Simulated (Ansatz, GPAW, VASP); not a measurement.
One calculation of SnO, 3 ways

```
Sn O
1.0
     3.81370    0.00000    0.00000
     0.00000    3.81370    0.00000
     0.00000    0.00000    4.88691
Sn O
2 2
Cartesian
  1.9068 0.0000 3.7367
  0.0000 1.9068 1.1503
  0.0000 0.0000 0.0000
  1.9068 1.9068 0.0000
```

The cell is a database's computed one, not the measured one.

Alike in all runs: task single point; functional PBE; k mesh 7 × 7 × 6; occupations gaussian, width 0.024 eV; no spin polarisation; no spin-orbit coupling. Pressure is positive in compression and, in plane waves, holds the error of the finite cutoff, which Ansatz's Pulay term estimates and takes out.

```csv
program and potentials,plane-wave cutoff (eV),notes,pressure (GPa),largest force (eV/Å)
"Ansatz, Ansatz PAW",420,Pulay term of +0.46 GPa included,3.60,0.370
"GPAW, GPAW PAW data sets (gpaw-data 1.2.1)",800,-,2.85,0.313
"VASP, PBE PAW files O, Sn_d, 520 eV",520,-,3.84,0.455
```

Force on atom 1 (Sn), eV/Å:

```
                    program and potentials      x      y       z
                        Ansatz, Ansatz PAW  0.000  0.000  -0.370
GPAW, GPAW PAW data sets (gpaw-data 1.2.1)  0.000  0.000  -0.313
       VASP, PBE PAW files O, Sn_d, 520 eV  0.000  0.000  -0.455
```

The pressure spans 2.85 (GPAW, GPAW PAW data sets (gpaw-data 1.2.1)) to 3.84 GPa (VASP, PBE PAW files O, Sn_d, 520 eV).

Differences between rows come from potentials, basis sets and numerical settings, since the functional is the same but for its coding. Runs on potential files found faulty are left out.
